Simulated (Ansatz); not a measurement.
# HfO2: a trigonal deformation path

This session takes HfO2 and sets out to look for other minima along a trigonal path.

Method: DFT PBE, scalar-relativistic, plane waves, PAW, in Ansatz 0.2.0.

### 1 The system as given

Symmetry: Fm-3m, No. 225, cubic system. The conventional cell has a = 5.115 Å, b = 5.115 Å, c = 5.115 Å, α = 90.00°, β = 90.00°, γ = 90.00°. Hf (site symmetry m-3m) is surrounded by 8 O at 2.21 Å. O (site symmetry -43m) is surrounded by 4 Hf at 2.21 Å.

Coordinates:

```cif
data_structure
_symmetry_space_group_name_H-M 'Fm-3m'
_symmetry_Int_Tables_number 225
_cell_length_a 5.1150
_cell_length_b 5.1150
_cell_length_c 5.1150
_cell_angle_alpha 90.000
_cell_angle_beta 90.000
_cell_angle_gamma 90.000
_cell_volume 133.82
loop_
_atom_site_label
_atom_site_type_symbol
_atom_site_symmetry_multiplicity
_atom_site_Wyckoff_symbol
_atom_site_fract_x
_atom_site_fract_y
_atom_site_fract_z
_atom_site_occupancy
Hf1 Hf 4 a 0.00000 0.00000 0.00000 1
O1 O 8 c 0.25000 0.75000 0.75000 1
```

The cell is taken as given, not relaxed at this level.

### 2 Next: a trigonal deformation path

At fixed volume and fractional coordinates, lengths along (0.577, 0.577, 0.577) are scaled against those across it; ρ is that ratio over its starting value.

### 3 At ρ = 0.500

File input.yaml:

```yaml
crystal:
  lattice:
    - [-1.074082695, 2.1481653901, 2.1481653901]
    - [2.1481653901, -1.074082695, 2.1481653901]
    - [2.1481653901, 2.1481653901, -1.074082695]
  atoms:
    - { symbol: Hf, position: [0.0, 0.0, 0.0] }
    - { symbol: O, position: [0.25, 0.25, 0.25] }
    - { symbol: O, position: [0.75, 0.75, 0.75] }
basis:
  ecutwfc: 420
kpoints:
  mp_grid: { grid: [8, 8, 8] }
hamiltonian:
  xc: pbe
scf:
  occupations: { method: gaussian, width: 0.05 }
output:
  forces: true
  stress: true
  eigenvalues: true
```

The session goes on with these runs: At ρ = 2.000; point ρ = 0.710; ρ = 1.410; At ρ = 0.600; ρ = 0.850; point ρ = 1.200; At ρ = 1.700; At ρ = 0.930; At ρ = 1.080.

**Question.** What will these runs give? Wanted: highest point.

The runs gave:

```
     quantity                         value
highest point  8141.9 meV/atom at ρ = 0.500
```

What this shows: The undisturbed cell stays the lowest of the sampled points. No sampled point inside the path is a dip, apart from those named. The gap on the mesh, 3.72 eV at the start, reads zero at ρ = 0.500. These runs have no spin-orbit coupling; with Hf it would split and shift bands. Where forces pass 15 eV/Å atoms stand far too close, the PAW spheres overlap strongly and those numbers are rough.
